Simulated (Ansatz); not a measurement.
# Li under changes of volume

One of the cells (21.609 Å³/atom); the others are scaled copies at fixed shape and fractional positions:

```
Li
1.0
    -1.75465    1.75465    1.75465
     1.75465   -1.75465    1.75465
     1.75465    1.75465   -1.75465
Li
1
Direct
  0.00000 0.00000 0.00000
```

```yaml
Program: Ansatz 0.2.0
Functional: PBEsol
Potentials_or_basis: Ansatz PAW
Cutoff: "420 eV (not typed: the program's choice for these potentials)"
k_mesh: 11 × 11 × 11
Occupations: fermi-dirac, width 0.05 eV
Spin: no spin polarisation
```

```csv
volume (Å³/atom),energy over the lowest point (meV/atom),pressure (GPa)
20.312,0.00,-0.1
20.744,0.54,-0.3
21.177,1.78,-0.6
21.609,3.67,-0.8
22.041,6.16,-1.0
22.473,9.18,-1.2
22.905,?,?
```

Question: What does the run at 22.905 Å³/atom give?

Answer: Energy over the lowest point 12.70 meV/atom; pressure -1.4 GPa.

Worked out: A Birch-Murnaghan fit of order 3 (a polynomial in V^(-2/3)) to the other rows has its minimum at 20.22 Å³/atom, just outside them, with B0 = V·E''(V) = 13.6 GPa and B' = 3.1. It gives 12.70 meV/atom at 22.905 Å³/atom, against the run's 12.70, and -dE/dV = -1.4 GPa, against -1.4.

Energies are extrapolated to zero smearing.
